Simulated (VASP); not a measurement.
# ZnO (P6_3mc) in VASP: band structure with PBE

Aim: the band structure of ZnO with PBE.

Program: VASP 6.6.1. These are calculated values, not measurements. Logs are shortened: lines on timing, memory, paths and dates and some standing lists are left out, and cuts for length are marked.

**Measured values to compare with.**

From “Electronic structure of alkaline earth and post-transition metal oxides”, 2009, arxiv:0908.1581, for a bulk crystal of ZnO: band gap 3.37 eV.

The results are compared with them further down.

### 1 The structure

The structure is hexagonal, space group P6_3mc (No. 186). The conventional cell has a = 3.287 Å, b = 3.287 Å, c = 5.306 Å, α = 90.00°, β = 90.00°, γ = 120.00°. Zn (site symmetry 3m) is surrounded by 4 O at 2.00 to 2.01 Å. O (site symmetry 3m) has 4 Zn at 2.00 to 2.01 Å as nearest neighbours.

### 2 Band structure, PBE

Input file POSCAR:

```
ZnO                                     
1.0
    3.2867857780      0.0000000000      0.0000000000
   -1.6433928890      2.8464399777     -0.0000000000
    0.0000000000      0.0000000000      5.3059749331
  Zn              O             
     2     2
Direct
     0.3333333300000021    0.6666666699999979    0.4999648971552683
     0.6666666699999979    0.3333333300000021    0.9999648971552684
     0.6666666699999979    0.3333333300000021    0.3790451028447326
     0.3333333300000021    0.6666666699999979    0.8790451028447326
```

Input file INCAR.step1:

```
SYSTEM = ZnO
PREC = Accurate
ENCUT = 420
EDIFF = 1E-7
ISMEAR = 0
SIGMA = 0.02
LREAL = .False.
LASPH = .True.
NELM = 100
ALGO = Fast
ISIF = 2
LWAVE = .False.
LCHARG = .True.
GGA = PE
NBANDS = 26
KPAR = 4
```

Input file KPOINTS.step1:

```
regular mesh
0
Gamma
  12 12 6
  0 0 0
```

Input file INCAR.step2:

```
SYSTEM = ZnO
PREC = Accurate
ENCUT = 420
EDIFF = 1E-7
ISMEAR = 0
SIGMA = 0.05
LREAL = .False.
LASPH = .True.
NELM = 100
ALGO = Fast
ISIF = 2
LWAVE = .False.
LCHARG = .False.
GGA = PE
NBANDS = 26
KPAR = 4
ICHARG = 11
```

Input file KPOINTS.step2:

```
path GMKGALHA,LM,KH
15
line-mode
reciprocal
 0.0000000000  0.0000000000  0.0000000000  G
 0.5000000000  0.0000000000  0.0000000000  M

 0.5000000000  0.0000000000  0.0000000000  M
 0.3333333333  0.3333333333  0.0000000000  K

 0.3333333333  0.3333333333  0.0000000000  K
 0.0000000000  0.0000000000  0.0000000000  G

 0.0000000000  0.0000000000  0.0000000000  G
 0.0000000000  0.0000000000  0.5000000000  A

 0.0000000000  0.0000000000  0.5000000000  A
 0.5000000000  0.0000000000  0.5000000000  L

 0.5000000000  0.0000000000  0.5000000000  L
 0.3333333333  0.3333333333  0.5000000000  H

 0.3333333333  0.3333333333  0.5000000000  H
 0.0000000000  0.0000000000  0.5000000000  A

 0.5000000000  0.0000000000  0.5000000000  L
 0.5000000000  0.0000000000  0.0000000000  M

 0.3333333333  0.3333333333  0.0000000000  K
 0.3333333333  0.3333333333  0.5000000000  H
```

Potentials or basis: VASP PAW PBE potentials, release 64 (Zn_GW, O_GW).

Command:

```
$ cat potpaw_PBE.64/Zn_GW/POTCAR potpaw_PBE.64/O_GW/POTCAR > POTCAR
$ cp INCAR.step1 INCAR
$ cp KPOINTS.step1 KPOINTS
$ mpirun -np 4 vasp_std > vasp.out
$ cp INCAR.step2 INCAR
$ cp KPOINTS.step2 KPOINTS
$ mpirun -np 4 vasp_std > vasp.out
```

OUTCAR:

```text
SYSTEM = ZnO
   PREC = Accurate
   ENCUT = 420
   EDIFF = 1E-7
   ISMEAR = 0
   LREAL = .False.
   LASPH = .True.
   NELM = 100
   ISIF = 2
   GGA = PE
   ICHARG = 11

 ion  position               nearest neighbor table
   1  0.333  0.667  0.500-   3 2.00   3 2.00   3 2.00   4 2.01
   2  0.667  0.333  1.000-   4 2.00   4 2.00   4 2.00   3 2.01
   3  0.667  0.333  0.379-   1 2.00   1 2.00   1 2.00   2 2.01
   4  0.333  0.667  0.879-   2 2.00   2 2.00   2 2.00   1 2.01

  LATTYP: Found a hexagonal cell.
 ALAT       =     3.2867857780
 C/A-ratio  =     1.6143354911

  Lattice vectors:

 A1 = (   3.2867857780,   0.0000000000,   0.0000000000)
 A2 = (  -1.6433928890,   2.8464399777,   0.0000000000)
 A3 = (   0.0000000000,   0.0000000000,   5.3059749331)

Analysis of symmetry for initial positions (statically):
=====================================================================
 Subroutine PRICEL returns:
 Original cell was already a primitive cell.

 Routine SETGRP: Setting up the symmetry group for a
 hexagonal supercell.

 Subroutine GETGRP returns: Found 12 space group operations
 (whereof  6 operations were pure point group operations)
 out of a pool of 24 trial point group operations.

The static configuration has the point symmetry C_3v.
 The point group associated with its full space group is C_6v.

Analysis of symmetry for dynamics (positions and initial velocities):
=====================================================================
 Subroutine PRICEL returns:
 Original cell was already a primitive cell.

 Routine SETGRP: Setting up the symmetry group for a
 hexagonal supercell.

 Subroutine GETGRP returns: Found 12 space group operations
 (whereof  6 operations were pure point group operations)
 out of a pool of 24 trial point group operations.

The dynamic configuration has the point symmetry C_3v.
 The point group associated with its full space group is C_6v.

 Subroutine INISYM returns: Found 12 space group operations
 (whereof  6 operations are pure point group operations),
 and found     1 'primitive' translations

----------------------------------------------------------------------------------------

                                     Primitive cell

  volume of cell :      49.6408

  direct lattice vectors                    reciprocal lattice vectors
     3.286785778  0.000000000  0.000000000     0.304248609  0.175658016  0.000000000
    -1.643392889  2.846439978  0.000000000     0.000000000  0.351316033  0.000000000
     0.000000000  0.000000000  5.305974933     0.000000000  0.000000000  0.188466778

  length of vectors
     3.286785778  3.286785776  5.305974933     0.351316032  0.351316033  0.188466778

  position of ions in fractional coordinates (direct lattice)
     0.333333330  0.666666670  0.499964897
     0.666666670  0.333333330  0.999964897
     0.666666670  0.333333330  0.379045103
     0.333333330  0.666666670  0.879045103

  ion indices of the primitive-cell ions
   primitive index   ion index
                 1           1
                 2           2
                 3           3
                 4           4

----------------------------------------------------------------------------------------

 KPOINTS: path GMKGALHA,LM,KH

Interpolating k-points between supplied coordinates.

 Line segments in fractional coordinates (reciprocal lattice):
    0.000000  0.000000  0.000000  ...  0.500000  0.000000  0.000000
    0.500000  0.000000  0.000000  ...  0.333333  0.333333  0.000000
    0.333333  0.333333  0.000000  ...  0.000000  0.000000  0.000000
    0.000000  0.000000  0.000000  ...  0.000000  0.000000  0.500000
    0.000000  0.000000  0.500000  ...  0.500000  0.000000  0.500000
    0.500000  0.000000  0.500000  ...  0.333333  0.333333  0.500000
    0.333333  0.333333  0.500000  ...  0.000000  0.000000  0.500000
    0.500000  0.000000  0.500000  ...  0.500000  0.000000  0.000000
    0.333333  0.333333  0.000000  ...  0.333333  0.333333  0.500000

 Generated    15 points on each line segment, for a total of    135 k-points:

 Following reciprocal coordinates:
            Coordinates               Weight
  0.000000  0.000000  0.000000      0.007407
  0.035714  0.000000  0.000000      0.007407
  0.071429  0.000000  0.000000      0.007407
  0.107143  0.000000  0.000000      0.007407
  0.142857  0.000000  0.000000      0.007407
  0.178571  0.000000  0.000000      0.007407
[... 16 lines left out ...]
  0.416667  0.166667  0.000000      0.007407
  0.404762  0.190476  0.000000      0.007407
 [... further k-points ...]
   k-points           NKPTS =    135   k-points in BZ     NKDIM =    135   number of bands    NBANDS=     26
   number of dos      NEDOS =    301   number of ions     NIONS =      4
   total plane-waves  NPLWV =  20736
   dimension x,y,z NGX =    24 NGY =   24 NGZ =   36
   dimension x,y,z NGXF=    48 NGYF=   48 NGZF=   72
   ions per type =               2   2
   NGX,Y,Z   is equivalent  to a cutoff of  12.14, 12.14, 11.28 a.u.
   NGXF,Y,Z  is equivalent  to a cutoff of  24.28, 24.28, 22.56 a.u.
 SYSTEM =  ZnO
   PREC   = accura    normal or accurate (medium, high low for compatibility)
   ISTART =      0    job   : 0-new  1-cont  2-samecut
   ICHARG =     11    charge: 1-file 2-atom 10-const
   ISPIN  =      1    spin polarized calculation?
   LNONCOLLINEAR =      F non collinear calculations
   LSORBIT =      F    spin-orbit coupling
   LASPH  =      T    aspherical Exc in radial PAW
   ENCUT  =  420.0 eV  30.87 Ry    5.56 a.u.   5.49  5.49  8.87*2*pi/ulx,y,z
   NELM   =    100;   NELMIN=  2; NELMDL=  0     # of ELM steps
   EDIFF  = 0.1E-06   stopping-criterion for ELM
   LREAL  =      F    real-space projection
   EDIFFG = 0.1E-05   stopping-criterion for IOM
   NSW    =      0    number of steps for IOM
   IBRION =     -1    ionic relax: 0-MD 1-quasi-New 2-CG
   NFREE  =      0    steps in history (QN), initial steepest desc. (CG)
   ISIF   =      2    stress and relaxation
   ISYM   =      2    0-nonsym 1-usesym 2-fastsym
   POTIM  = 0.5000    time-step for ionic-motion
   TEBEG  =    0.0;   TEEND  =   0.0 temperature during run
   PSTRESS=    0.0 pullay stress
   NELECT =      36.0000    total number of electrons
   NUPDOWN=      -1.0000    fix difference up-down
   EMIN   =  10.00;   EMAX   =-10.00  energy-range for DOS
   EFERMI =   0.00;   METHOD = LEGACY
   ISMEAR =     0;   SIGMA  =   0.05  broadening in eV -4-tet -1-fermi 0-gaus
   EFERMI_NEDOS =   21; number of points for ismear=-14 and -15
   IALGO  =     68    algorithm
   IMIX   =      4    mixing-type and parameters
     AMIX     =   0.40;   BMIX     =  1.00
     AMIX_MAG =   1.60;   BMIX_MAG =  1.00
  volume/ion in A,a.u.               =      12.41        83.75
  Fermi-wavevector in a.u.,A,eV,Ry     =   1.470831  2.779468 29.434082  2.163344
  Thomas-Fermi vector in A             =   2.586040
   LORBIT       =      0    0 simple, 1 ext, 2 COOP (PROOUT), +10 PAW based schemes
   GGA     = PE    functional components
   LHFCALC =     F    Hartree Fock is set to
   AEXX    =    0.0000 exact exchange contribution
   IVDW    =     0    specifies the selected vdW correction
   LEPSILON=     F    determine dielectric tensor
   LRPA    =     F    only Hartree local field effects (RPA)
 non-spin polarized calculation
 RMM-DIIS sequential band-by-band and
 Gauss-broadening in eV      SIGMA  =   0.05
  energy-cutoff  :      420.00
  volume of cell :       49.64
 maximum number of plane-waves:      1002
 NGX is ok and might be reduce to    24

 number of electron      35.9999992 magnetization

 Free energy of the ion-electron system (eV)
  ---------------------------------------------------
  ext. energy  EPLUGINS =         0.00000000
  ---------------------------------------------------
  free energy    TOTEN  =       -17.35449680 eV

  energy without entropy =      -17.35449680  energy(sigma->0) =      -17.35449680

 E-fermi :   3.0351     XC(G=0): -10.7960

 val. band max:        2.7104850912   @ k =   0.0000   0.0000   0.0000
 cond. band min:       3.4416957316   @ k =   0.0000   0.0000   0.0000
 fundamental gap:      0.7312106404
 Fermi energy:         3.0351017793

 k-point     1 :       0.0000    0.0000    0.0000
  band No.  band energies     occupation
      1     -15.0392      2.00000
      2     -14.3808      2.00000
      3      -2.8015      2.00000
      4      -2.8015      2.00000
      5      -2.7636      2.00000
      6      -2.6202      2.00000
[... 18 lines left out ...]
     25      16.6046      0.00000
     26      16.6076      0.00000

 k-point     2 :       0.0357    0.0000    0.0000
  band No.  band energies     occupation
      1     -15.0327      2.00000
      2     -14.3778      2.00000
      3      -2.8095      2.00000
      4      -2.7975      2.00000
      5      -2.7580      2.00000
      6      -2.6216      2.00000
[... 18 lines left out ...]
     25      16.5093      0.00000
     26      16.6293      0.00000

 k-point     3 :       0.0714    0.0000    0.0000
  band No.  band energies     occupation
      1     -15.0125      2.00000
      2     -14.3688      2.00000
      3      -2.8293      2.00000
      4      -2.7859      2.00000
      5      -2.7441      2.00000
      6      -2.6240      2.00000
[... 18 lines left out ...]
     25      16.5163      0.00000
     26      16.6757      0.00000

 k-point     4 :       0.1071    0.0000    0.0000
  band No.  band energies     occupation
      1     -14.9807      2.00000
      2     -14.3548      2.00000
      3      -2.8601      2.00000
      4      -2.7671      2.00000
      5      -2.7267      2.00000
      6      -2.6264      2.00000
[... 18 lines left out ...]
     25      16.5864      0.00000
     26      16.7838      0.00000

 k-point     5 :       0.1429    0.0000    0.0000
  band No.  band energies     occupation
      1     -14.9378      2.00000
      2     -14.3370      2.00000
      3      -2.8976      2.00000
      4      -2.7433      2.00000
      5      -2.7093      2.00000
      6      -2.6243      2.00000
[... 18 lines left out ...]
     25      16.6520      0.00000
     26      16.7973      0.00000

 k-point     6 :       0.1786    0.0000    0.0000
  band No.  band energies     occupation
      1     -14.8852      2.00000
      2     -14.3165      2.00000
      3      -2.9376      2.00000
      4      -2.7159      2.00000
      5      -2.6992      2.00000
      6      -2.6086      2.00000
[... 427 lines left out ...]
 k-point    21 :       0.4405    0.1190    0.0000
  band No.  band energies     occupation
      1     -14.3851      2.00000
      2     -14.2105      2.00000
      3      -2.9197      2.00000
      4      -2.6071      2.00000
      5      -2.5789      2.00000
      6      -2.2324      2.00000
[... 18 lines left out ...]
     25      15.0960      0.00000
     26      16.1582      0.00000

 k-point    22 :       0.4286    0.1429    0.0000
  band No.  band energies     occupation
      1     -14.3742      2.00000
      2     -14.2114      2.00000
      3      -2.8998      2.00000
      4      -2.5801      2.00000
      5      -2.5474      2.00000
      6      -2.2556      2.00000
[... 18 lines left out ...]
     25      15.1185      0.00000
     26      16.0002      0.00000

 k-point    23 :       0.4167    0.1667    0.0000
  band No.  band energies     occupation
      1     -14.3621      2.00000
      2     -14.2131      2.00000
      3      -2.8801      2.00000
      4      -2.5778      2.00000
      5      -2.4800      2.00000
      6      -2.2791      2.00000
[... 18 lines left out ...]
     25      15.1667      0.00000
     26      15.8746      0.00000

 k-point    24 :       0.4048    0.1905    0.0000
  band No.  band energies     occupation
      1     -14.3488      2.00000
      2     -14.2154      2.00000
      3      -2.8627      2.00000
      4      -2.5707      2.00000
      5      -2.4065      2.00000
      6      -2.3019      2.00000
[... 18 lines left out ...]
     25      15.2165      0.00000
     26      15.7215      0.00000

 [... further k-points ...]
[... 5 lines left out ...]
  --------------------------------------------------------------------------------------
  -------------------------------------------------------------------------------------
  Total       -0.9147467     -0.9147467     -1.2585467      0.0000000      0.0000000      0.0000000
  in kB      -29.5238376    -29.5238375    -40.6201300      0.0000000      0.0000000      0.0000000
  external PRESSURE =     -33.2226017 kB  Pullay stress =       0.0000000 kB

 VOLUME and BASIS-vectors are now :
 -----------------------------------------------------------------------------
  energy-cutoff  :      420.00
  volume of cell :       49.64
      direct lattice vectors                 reciprocal lattice vectors
     3.286785778  0.000000000  0.000000000     0.304248609  0.175658016  0.000000000
    -1.643392889  2.846439978  0.000000000     0.000000000  0.351316033  0.000000000
     0.000000000  0.000000000  5.305974933     0.000000000  0.000000000  0.188466778

 POSITION                                       TOTAL-FORCE (eV/Angst)
 -----------------------------------------------------------------------------------
     -0.00000      1.89763      2.65280        -0.000000      0.000000      0.123801
      1.64339      0.94881      5.30579         0.000000     -0.000000      0.123801
      1.64339      0.94881      2.01120        -0.000000      0.000000     -0.123801
     -0.00000      1.89763      4.66419         0.000000      0.000000     -0.123801
 -----------------------------------------------------------------------------------
    total drift:                                0.000005     -0.000003     -0.034383

  FREE ENERGIE OF THE ION-ELECTRON SYSTEM (eV)
  ---------------------------------------------------
  free  energy   TOTEN  =       -17.3544967982 eV

  energy  without entropy=      -17.3544967982  energy(sigma->0) =      -17.35449680
```

Run time: 37 s. Hardware: 4 MPI ranks of Intel Xeon Platinum 8488C (Sapphire Rapids), shared host; peak memory 0.21 GiB.

Results:

```yaml
Band_gap_on_the_k_mesh: 0.73 eV, direct
Band_gap_along_the_path: 0.73 eV, direct
```

Levels at the corners of the path, in eV from the valence-band top:
```tsv
point	band 15	band 16	band 17	band 18	band 19	band 20	band 21	band 22
Γ	-0.74	-0.08	0.00	0.00	0.73	5.09	8.06	12.71
M	-2.70	-2.11	-1.22	-0.78	5.61	6.83	7.53	8.24
M	-2.70	-2.11	-1.22	-0.78	5.61	6.83	7.53	8.24
K	-3.46	-1.82	-1.82	-1.63	7.46	7.46	7.67	8.07
K	-3.46	-1.82	-1.82	-1.63	7.46	7.46	7.67	8.07
Γ	-0.74	-0.08	0.00	0.00	0.73	5.09	8.06	12.71
Γ	-0.74	-0.08	0.00	0.00	0.73	5.09	8.06	12.71
A	-0.36	-0.36	-0.36	-0.36	3.36	3.36	9.89	9.89
A	-0.36	-0.36	-0.36	-0.36	3.36	3.36	9.89	9.89
L	-1.41	-1.41	-1.30	-1.30	5.64	5.64	8.20	8.20
L	-1.41	-1.41	-1.30	-1.30	5.64	5.64	8.20	8.20
H	-2.55	-2.55	-1.17	-1.17	7.76	7.76	7.95	7.95
H	-2.55	-2.55	-1.17	-1.17	7.76	7.76	7.95	7.95
A	-0.36	-0.36	-0.36	-0.36	3.36	3.36	9.89	9.89
L	-1.41	-1.41	-1.30	-1.30	5.64	5.64	8.20	8.20
M	-2.70	-2.11	-1.22	-0.78	5.61	6.83	7.53	8.24
K	-3.46	-1.82	-1.82	-1.63	7.46	7.46	7.67	8.07
H	-2.55	-2.55	-1.17	-1.17	7.76	7.76	7.95	7.95
```

Caveat: the cutoff is under 1.25 times the usual one of these potentials, so pressure, stress and relaxed cells hold a basis-set (Pulay) error; the log is that of the step along the path at fixed density, whose energy, stress, charges and moments have no meaning.

### 3 How close it comes

Step 2. Measured gap of ZnO: 3.37 eV (quoted in “Electronic structure of alkaline earth and post-transition metal oxides”, 2009, arxiv:0908.1581). This calculation gives 0.73 eV (-2.64 eV). So large a miss can be the level of theory's own, or it may mean another phase, state or a wrong row. The value is that of PBE, without temperature or zero-point motion. Semilocal functionals fall short of measured gaps as a rule.
